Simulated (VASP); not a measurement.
# In (I4/mmm) in VASP: further runs

Aim: see how the results for In move with the level of theory and the settings. Levels: PBEsol, LDA, rev-vdW-DF2, MS2, PBE. Tasks: relaxation of cell and atoms, electron localisation function, single point.

All numbers are computed with VASP 6.6.1; they aren't measurements. Logs are shortened: lines on timing, memory, paths and dates and some standing lists are left out, and cuts for length are marked.

## Step 1: The structure

The structure is tetragonal, space group I4/mmm (No. 139). The conventional cell has a = 3.251 Å, b = 3.251 Å, c = 4.947 Å, α = 90.00°, β = 90.00°, γ = 90.00°. In (site symmetry 4/mmm) has 12 In at 3.25 to 3.38 Å as nearest neighbours.

## Step 2: Relaxation of cell and atoms, PBEsol

File INCAR:

```
ALGO     = Fast           # electronic algorithm
EDIFF    = 1E-6           # SCF threshold, eV
EDIFFG   = -0.02          # ionic threshold
ENCUT    = 600            # plane-wave cutoff, eV
GGA      = PS             # functional
IBRION   = 2              # ionic algorithm
ISIF     = 3              # what is computed and relaxed
ISMEAR   = -1             # smearing method
LASPH    = T              # aspherical terms in the spheres
LCHARG   = F              # write CHGCAR
LREAL    = F              # projectors in reciprocal space
LWAVE    = F              # write WAVECAR
NELM     = 100            # most SCF steps
NSW      = 40             # ionic steps
PREC     = Accurate       # precision mode
SIGMA    = 0.05           # smearing width, eV
```

File KPOINTS:

```
k-points
0
Gamma
  10 10 10
```

File POSCAR:

```
In
1.0
   -1.6254700000      1.6254700000      2.4737000000
    1.6254700000     -1.6254700000      2.4737000000
    1.6254700000      1.6254700000     -2.4737000000
In
1
Direct
    0.0000000000      0.0000000000      0.0000000000
```

Potentials or basis: VASP PAW PBE potentials, release 64 (In_d).

The run is started by

```bash
$ cat potpaw_PBE.64/In_d/POTCAR > POTCAR
$ mpirun -np 1 vasp_std > vasp.out
```

OUTCAR:

```text
EDIFF = 1E-6
   EDIFFG = -0.02
   ENCUT = 600
   GGA = PS
   IBRION = 2
   ISIF = 3
   ISMEAR = -1
   LASPH = T
   LREAL = F
   NELM = 100
   NSW = 40
   PREC = Accurate

 ion  position               nearest neighbor table
   1  0.000  0.000  0.000-

  LATTYP: Found a body centered tetragonal cell.
 ALAT       =     3.2509400000
 C/A-ratio  =     1.5218367611

  Lattice vectors:

 A1 = (  -1.6254700000,   1.6254700000,   2.4737000000)
 A2 = (   1.6254700000,  -1.6254700000,   2.4737000000)
 A3 = (   1.6254700000,   1.6254700000,  -2.4737000000)

Analysis of symmetry for initial positions (statically):
=====================================================================
 Subroutine PRICEL returns:
 Original cell was already a primitive cell.

 Routine SETGRP: Setting up the symmetry group for a
 body centered tetragonal supercell.

 Subroutine GETGRP returns: Found 16 space group operations
 (whereof 16 operations were pure point group operations)
 out of a pool of 16 trial point group operations.

The static configuration has the point symmetry D_4h.

Analysis of symmetry for dynamics (positions and initial velocities):
=====================================================================
 Subroutine PRICEL returns:
 Original cell was already a primitive cell.

 Routine SETGRP: Setting up the symmetry group for a
 body centered tetragonal supercell.

 Subroutine GETGRP returns: Found 16 space group operations
 (whereof 16 operations were pure point group operations)
 out of a pool of 16 trial point group operations.

The dynamic configuration has the point symmetry D_4h.

 Subroutine INISYM returns: Found 16 space group operations
 (whereof 16 operations are pure point group operations),
 and found     1 'primitive' translations

----------------------------------------------------------------------------------------

                                     Primitive cell

  volume of cell :      26.1436

  direct lattice vectors                    reciprocal lattice vectors
    -1.625470000  1.625470000  2.473700000     0.000000000  0.307603339  0.202126369
     1.625470000 -1.625470000  2.473700000     0.307603339  0.000000000  0.202126369
     1.625470000  1.625470000 -2.473700000     0.307603339  0.307603339  0.000000000

  length of vectors
     3.376906444  3.376906444  3.376906444     0.368069129  0.368069129  0.435016814

  position of ions in fractional coordinates (direct lattice)
     0.000000000  0.000000000  0.000000000

  ion indices of the primitive-cell ions
   primitive index   ion index
                 1           1

----------------------------------------------------------------------------------------

 KPOINTS: k-points

Automatic generation of k-mesh.
 Grid dimensions read from file:
 generate k-points for:   10   10   10

 Generating k-lattice:

  Cartesian coordinates                     Fractional coordinates (reciprocal lattice)
     0.000000000  0.030760334  0.020212637     0.100000000  0.000000000  0.000000000
     0.030760334  0.000000000  0.020212637     0.000000000  0.100000000  0.000000000
     0.030760334  0.030760334  0.000000000     0.000000000  0.000000000  0.100000000

  Length of vectors
     0.036806913  0.036806913  0.043501681

  Shift w.r.t. Gamma in fractional coordinates (k-lattice)
     0.000000000  0.000000000  0.000000000

 Subroutine IBZKPT returns following result:
 ===========================================

 Found    102 irreducible k-points:

 Following reciprocal coordinates:
            Coordinates               Weight
  0.000000  0.000000  0.000000      1.000000
  0.100000  0.000000 -0.000000      8.000000
  0.200000  0.000000 -0.000000      8.000000
  0.300000  0.000000  0.000000      8.000000
  0.400000  0.000000  0.000000      8.000000
  0.500000  0.000000 -0.000000      4.000000
[... 16 lines left out ...]
  0.300000  0.300000 -0.000000      8.000000
  0.400000  0.300000  0.000000     16.000000
 [... further k-points ...]
[... 39 lines left out ...]
  volume/ion in A,a.u.               =      26.14       176.43
  Fermi-wavevector in a.u.,A,eV,Ry     =   1.296983  2.450943 22.887245  1.682165
  Thomas-Fermi vector in A             =   2.428405
   LORBIT       =      0    0 simple, 1 ext, 2 COOP (PROOUT), +10 PAW based schemes
   GGA     = PS    functional components
   LHFCALC =     F    Hartree Fock is set to
   AEXX    =    0.0000 exact exchange contribution
   IVDW    =     0    specifies the selected vdW correction
   LEPSILON=     F    determine dielectric tensor
   LRPA    =     F    only Hartree local field effects (RPA)
 conjugate gradient relaxation of ions
 non-spin polarized calculation
 RMM-DIIS sequential band-by-band and
  energy-cutoff  :      600.00
  volume of cell :       26.14
 maximum number of plane-waves:       901
   NGX = 13   NGY = 13   NGZ = 13

--------------------------------------- Ionic step        1  -------------------------------------------

 number of electron      13.0000006 magnetization

 Free energy of the ion-electron system (eV)
  ---------------------------------------------------
  ext. energy  EPLUGINS =         0.00000000
  ---------------------------------------------------
  free energy    TOTEN  =        -2.98975511 eV

  energy without entropy =       -2.98641066  energy(sigma->0) =       -2.98808288

------------------------ aborting loop because EDIFF is reached ----------------------------------------

  FORCE on cell =-STRESS in cart. coord.  units (eV):
  Direction    XX          YY          ZZ          XY          YZ          ZX
  --------------------------------------------------------------------------------------
  -------------------------------------------------------------------------------------
  Total       -0.0158832     -0.0158832     -0.4653932      0.0000000     -0.0000000      0.0000000
  in kB       -0.9733849     -0.9733849    -28.5210606      0.0000000     -0.0000000      0.0000000
  external PRESSURE =     -10.1559435 kB  Pullay stress =       0.0000000 kB
[... 265 lines left out ...]
  energy  without entropy=       -3.0009390925  energy(sigma->0) =       -3.00194129

--------------------------------------- Ionic step        9  -------------------------------------------

 number of electron      13.0000002 magnetization

 Free energy of the ion-electron system (eV)
  ---------------------------------------------------
  ext. energy  EPLUGINS =         0.00000000
  ---------------------------------------------------
  free energy    TOTEN  =        -3.00294656 eV

  energy without entropy =       -3.00094978  energy(sigma->0) =       -3.00194817

 E-fermi :   7.5347     XC(G=0): -10.5105

 val. band max:        7.4916557614   @ k =  -0.4000  -0.4000   0.1000
 cond. band min:       7.7454560395   @ k =   0.5000   0.3000  -0.0000
 fundamental gap:      0.2538002781
 Fermi energy:         7.5347477639

 k-point     1 :       0.0000    0.0000    0.0000
  band No.  band energies     occupation
      1      -6.9606      2.00000
      2      -6.9577      2.00000
      3      -6.9577      2.00000
      4      -6.7759      2.00000
      5      -6.7723      2.00000
      6      -2.1115      2.00000
      7      18.3534      0.00000
      8      18.3534      0.00000
      9      18.3591      0.00000
     10      19.1787      0.00000
[... 287 lines left out ...]
 k-point    24 :       0.4000    0.3000    0.0000
  band No.  band energies     occupation
      1      -7.0640      2.00000
      2      -6.8991      2.00000
      3      -6.7532      2.00000
      4      -6.7468      2.00000
      5      -6.6274      2.00000
      6       4.7988      2.00000
      7       6.0607      2.00000
      8       8.6440      0.00000
      9      13.2845      0.00000
     10      16.0595      0.00000

 [... further k-points ...]

------------------------ aborting loop because EDIFF is reached ----------------------------------------

  FORCE on cell =-STRESS in cart. coord.  units (eV):
  Direction    XX          YY          ZZ          XY          YZ          ZX
  --------------------------------------------------------------------------------------
  -------------------------------------------------------------------------------------
  Total       -0.0182518     -0.0182518     -0.0177497      0.0000000      0.0000000      0.0000000
  in kB       -1.1425909     -1.1425909     -1.1111589      0.0000000      0.0000000      0.0000000
  external PRESSURE =      -1.1321136 kB  Pullay stress =       0.0000000 kB
[... 16 lines left out ...]
  FREE ENERGIE OF THE ION-ELECTRON SYSTEM (eV)
  ---------------------------------------------------
  free  energy   TOTEN  =        -3.0029465586 eV

  energy  without entropy=       -3.0009497755  energy(sigma->0) =       -3.00194817

 reached required accuracy - stopping structural energy minimisation
```

It took 3.1 min on 1 thread of AMD EPYC 7R13 (Zen 3), shared host; peak memory 0.15 GiB.

Results:

```
Free energy                            : -3.0029 eV
Relaxed volume                         : 25.59 Å³/atom
Relaxed cell                           : a = 3.309 Å, b = 3.309 Å, c = 3.309 Å, α = 120.07°, β = 120.07°, γ = 89.87°
Space group after relaxing (to 0.05 Å) : Fm-3m (No. 225)
Energy gained by relaxing              : 13.2 meV/atom
Ionic steps                            : 9
Pressure after relaxing                : -0.1 GPa
Band gap on the k mesh                 : none (metal or under the smearing width)
```

Step by step:
| step | energy change (eV) | largest force (eV/Å) | pressure (GPa) | volume (Å³) |
| --- | --- | --- | --- | --- |
| 1 | 0.0000 | 0.0000 | -1.02 | 26.14 |
| 2 | -0.0074 | 0.0000 | 0.14 | 25.52 |
| 3 | -0.0088 | 0.0000 | 0.89 | 25.20 |
| 4 | -0.0128 | 0.0000 | 0.08 | 25.46 |
| 5 | -0.0131 | 0.0000 | 0.00 | 25.52 |
| 6 | -0.0132 | 0.0000 | -0.32 | 25.63 |
| 7 | -0.0132 | 0.0000 | 0.12 | 25.57 |
| 8 | -0.0132 | 0.0000 | -0.12 | 25.60 |
| 9 | -0.0132 | 0.0000 | -0.11 | 25.59 |

Final structure:
```yaml
crystal:
  lattice:
    - [-1.65269, 1.65269, 2.34253]
    - [1.65269, -1.65269, 2.34253]
    - [1.65269, 1.65269, -2.34253]
  atoms:
    - { symbol: In, position: [0.00000, 0.00000, 0.00000] }
```

Caveat: the PAW data sets were made with another functional, which shifts forces and pressure a little.

## Step 3: Relaxation of cell and atoms, LDA

File INCAR:

```
SYSTEM = In
ALGO = Fast
EDIFF = 1E-6
EDIFFG = -0.01
ENCUT = 600
IBRION = 2
ISIF = 3
ISMEAR = -1
LASPH = .True.
LCHARG = .False.
LREAL = .False.
LWAVE = .False.
NELM = 60
NSW = 60
PREC = Accurate
SIGMA = 0.05
```

File KPOINTS:

```
k-points
0
Gamma
  10 10 10
  0 0 0
```

POSCAR is that of step 2.

Potentials or basis: VASP PAW LDA potentials, release 64 (In_d).

The run is started by

```bash
$ cat potpaw_LDA.64/In_d/POTCAR > POTCAR
$ mpirun -np 1 vasp_std > vasp.out
```

Wall time 90 s (1 thread of Intel Xeon Platinum 8488C (Sapphire Rapids), shared host); peak memory 0.17 GiB.

Results (log left out):

| Quantity | Value |
| --- | --- |
| Free energy | -3.2354 eV |
| Relaxed volume | 24.65 Å³/atom |
| Relaxed cell | a = 3.269 Å, b = 3.269 Å, c = 3.269 Å, α = 120.15°, β = 120.15°, γ = 89.74° |
| Space group after relaxing (to 0.05 Å) | Fm-3m (No. 225) |
| Energy gained by relaxing | 23.6 meV/atom |
| Ionic steps | 7 |
| Pressure after relaxing | 0.0 GPa |
| Band gap on the k mesh | none (metal or under the smearing width) |

The path:
| step | energy change (eV) | largest force (eV/Å) | pressure (GPa) | volume (Å³) |
| --- | --- | --- | --- | --- |
| 1 | 0.0000 | 0.0000 | -2.57 | 26.14 |
| 2 | -0.0178 | 0.0000 | 0.20 | 24.58 |
| 3 | -0.0179 | 0.0000 | 0.36 | 24.48 |
| 4 | -0.0177 | 0.0000 | 0.92 | 24.28 |
| 5 | -0.0179 | 0.0000 | 0.38 | 24.45 |
| 6 | -0.0211 | 0.0000 | 0.26 | 24.52 |
| 7 | -0.0236 | 0.0000 | 0.01 | 24.65 |

Final structure:
```
In
1.0
    -1.63080    1.63080    2.31671
     1.63080   -1.63080    2.31671
     1.63080    1.63080   -2.31671
In
1
Direct
  0.00000 0.00000 0.00000
```

Levels at points of the mesh, in eV from the Fermi level:
```tsv
k point	band 4	band 5	band 6	band 7	band 8	band 9
(0.00, 0.00, 0.00)	-14.36	-14.35	-9.93	11.05	11.05	11.07
(0.50, 0.00, 0.00)	-14.17	-14.17	-4.35	-3.57	8.74	8.83
(0.50, 0.50, 0.00)	-14.13	-14.12	-2.33	-1.95	4.14	4.16
(0.50, 0.50, 0.50)	-14.13	-14.13	-2.38	-2.04	4.22	4.22
```

LDA usually gives volumes a few per cent too small. Zero-point motion and thermal expansion aren't in these numbers.

## Step 4: Electron localisation function, rev-vdW-DF2

File INCAR:

```
AGGAC = 0.0
ALGO = Normal
EDIFF = 1E-7
ENCUT = 520
GGA = MK
ISIF = 2
ISMEAR = 0
LASPH = T
LCHARG = T
LELF = T
LREAL = F
LUSE_VDW = T
LWAVE = F
NELM = 60
PARAM1 = 0.1234
PARAM2 = 0.711357
PREC = Accurate
SIGMA = 0.05
ZAB_VDW = -1.8867
```

File KPOINTS:

```
k-points
0
Gamma
  11 11 11
```

POSCAR, as its differences from that of step 3:

```diff
@@ -7,3 +7,3 @@
 1
-Direct
+Cartesian
     0.0000000000      0.0000000000      0.0000000000
```

Potentials or basis: VASP PAW PBE potentials, release 64 (In_d).

The run is started by

```bash
$ cat potpaw_PBE.64/In_d/POTCAR > POTCAR
$ mpirun -np 1 vasp_std > vasp.out
```

Run time: 38 s. Hardware: 1 thread of Intel Xeon Platinum 8559C (Emerald Rapids), shared host; peak memory 0.34 GiB.

It converged, with:

```yaml
Free_energy: 0.2240 eV
Pressure: 1.0 GPa
Band_gap_on_the_k_mesh: none (metal or under the smearing width)
```

Stress tensor (GPa, compression positive):
```
1.15 0.00 0.00
0.00 1.15 0.00
0.00 0.00 0.69
```

Levels at points of the mesh, in eV from the Fermi level:
```
           k point  band 4  band 5  band 6  band 7  band 8  band 9
(0.00, 0.00, 0.00)  -14.54  -14.44   -9.61   10.39   10.39   10.56
```

Caveat: the PAW data sets were made with another functional, which shifts forces and pressure a little.

## Step 5: Single point, MS2

File INCAR:

```
SYSTEM = In
ALGO     = Normal         ! electronic algorithm
EDIFF    = 1E-6           ! SCF threshold, eV
ENCUT    = 520            ! plane-wave cutoff, eV
ISIF     = 2              ! what is computed and relaxed
ISMEAR   = 1              ! smearing method
LASPH    = .True.         ! aspherical terms in the spheres
LCHARG   = .False.        ! write CHGCAR
LMIXTAU  = .True.       
LREAL    = .False.        ! projectors in reciprocal space
LWAVE    = .False.        ! write WAVECAR
METAGGA  = MS2            ! meta-GGA
NBANDS   = 12             ! bands
NELM     = 60             ! most SCF steps
PREC     = Accurate       ! precision mode
SIGMA    = 0.2            ! smearing width, eV
```

File KPOINTS:

```
k-points
0
Gamma
  14 14 14
  0 0 0
```

File POSCAR:

```
In
3.3769
   -0.481349758654      0.481349758654      0.732535757648
    0.481349758654     -0.481349758654      0.732535757648
    0.481349758654      0.481349758654     -0.732535757648
In
1
Direct
    0.0000000000      0.0000000000      0.0000000000
```

The run is started by

```bash
$ cat potpaw_PBE.64/In_d/POTCAR > POTCAR
$ mpirun -np 1 vasp_std > vasp.out
```

Run time: 4.5 min. Hardware: 1 thread of Intel Xeon Platinum 8559C (Emerald Rapids), shared host; peak memory 0.21 GiB.

It converged, with:

- Free energy: 0.6601 eV
- Pressure: -1.6 GPa
- Band gap on the k mesh: none (metal or under the smearing width)

Stress tensor (GPa, compression positive):
```
-1.73  0.00  0.00
 0.00 -1.73  0.00
 0.00  0.00 -1.29
```

Levels at points of the mesh, in eV from the Fermi level:
| k point | band 2 | band 3 | band 4 | band 5 | band 6 | band 7 | band 8 | band 9 | band 10 | band 11 |
| --- | --- | --- | --- | --- | --- | --- | --- | --- | --- | --- |
| (0.00, 0.00, 0.00) | -14.86 | -14.86 | -14.77 | -14.66 | -9.67 | 10.67 | 10.67 | 10.86 | 11.55 | 13.94 |
| (0.50, 0.00, 0.00) | -14.92 | -14.83 | -14.58 | -14.54 | -4.30 | -3.52 | 7.60 | 9.26 | 11.09 | 11.43 |
| (0.50, 0.50, 0.00) | -15.01 | -14.58 | -14.56 | -14.48 | -2.08 | -1.56 | 3.51 | 3.94 | 7.06 | 7.24 |
| (0.50, 0.50, 0.50) | -15.01 | -14.56 | -14.54 | -14.54 | -2.88 | -2.81 | 4.73 | 4.73 | 8.10 | 8.26 |

Caveat: the PAW data sets were made with another functional, which shifts forces and pressure a little.

## Step 6: Single point, PBE

File INCAR:

```
  PREC = Accurate
  ENCUT = 520
  EDIFF = 1E-6
  ISMEAR = 0
  SIGMA = 0.05
  LREAL = F
  LASPH = T
  NELM = 60
  ALGO = Fast
  ISIF = 2
  LWAVE = F
  LCHARG = F
  GGA = PE
```

File KPOINTS:

```
regular mesh
0
Gamma
  11 11 11
```

File POSCAR:

```
In
1.0
   -1.6254700000      1.6254700000      2.4737000000
    1.6254700000     -1.6254700000      2.4737000000
    1.6254700000      1.6254700000     -2.4737000000
In
1
Cartesian
    0.0000000000      0.0000000000      0.0000000000
```

Potentials or basis: VASP PAW PBE potentials, release 54 (In_d).

The run is started by

```bash
$ cat potpaw_PBE.54/In_d/POTCAR > POTCAR
$ mpirun -np 1 vasp_std > vasp.out
```

Wall time 40 s (1 thread of Intel Xeon Platinum 8559C (Emerald Rapids), shared host); peak memory 0.17 GiB.

Results (log left out):

| Quantity | Value |
| --- | --- |
| Free energy | -2.5496 eV |
| Pressure | 1.9 GPa |
| Band gap on the k mesh | none (metal or under the smearing width) |

Stress tensor (GPa, compression positive):
```
2.12 0.00 0.00
0.00 2.12 0.00
0.00 0.00 1.55
```

Levels at points of the mesh, in eV from the Fermi level:
```
           k point  band 3  band 4  band 5  band 6  band 7  band 8  band 9  band 10
(0.00, 0.00, 0.00)  -14.65  -14.56  -14.46   -9.59   10.50   10.50   10.68    11.54
```

## Step 7: The reference run

An earlier run on the cell as given: functional PBEsol; potentials or basis VASP PAW PBE potentials, release 64 (In_d); cutoff 520 eV; k mesh 11 × 11 × 11; occupations fermi-dirac, width 0.05 eV; no spin polarisation.

- Pressure: -1.0 GPa
- Band gap on the k mesh: none (metal or under the smearing width)

## Step 8: The runs side by side

| task | level | potentials or basis | cell | k mesh | cutoff (eV) | smearing | ladder | other keys | gap on the mesh (eV) | pressure (GPa) | relaxed volume (Å³/atom) |
| --- | --- | --- | --- | --- | --- | --- | --- | --- | --- | --- | --- |
| relaxation of cell and atoms | PBEsol | VASP PAW PBE potentials, release 64 (In_d) | relaxed | 10 × 10 × 10 | 600 | fermi-dirac 0.05 eV | gaps | - | none | -0.1 | 25.59 |
| relaxation of cell and atoms | LDA | VASP PAW LDA potentials, release 64 (In_d) | relaxed | 10 × 10 × 10 | 600 | fermi-dirac 0.05 eV | gaps | - | none | 0.0 | 24.65 |
| electron localisation function | rev-vdW-DF2 | VASP PAW PBE potentials, release 64 (In_d) | as given | 11 × 11 × 11 | 520 | gaussian 0.05 eV | - | several, not listed | none | 1.0 | - |
| single point | MS2 | VASP PAW PBE potentials, release 64 (In_d) | as given | 14 × 14 × 14 | 520 | methfessel-paxton 0.2 eV | - | k = 14 × 14 × 14 | none | -1.6 | - |
| single point | PBE | VASP PAW PBE potentials, release 54 (In_d) | as given | 11 × 11 × 11 | 520 | gaussian 0.05 eV | - | - | none | 1.9 | - |
| single point | PBEsol | VASP PAW PBE potentials, release 64 (In_d) | as given | 11 × 11 × 11 | 520 | fermi-dirac 0.05 eV | free | - | none | -1.0 | - |

Alike in all rows: no spin polarisation.

Caveats: the PAW data sets were made with another functional, which shifts forces and pressure a little (some runs).

Absolute energies hang on the potentials; compare differences alone.
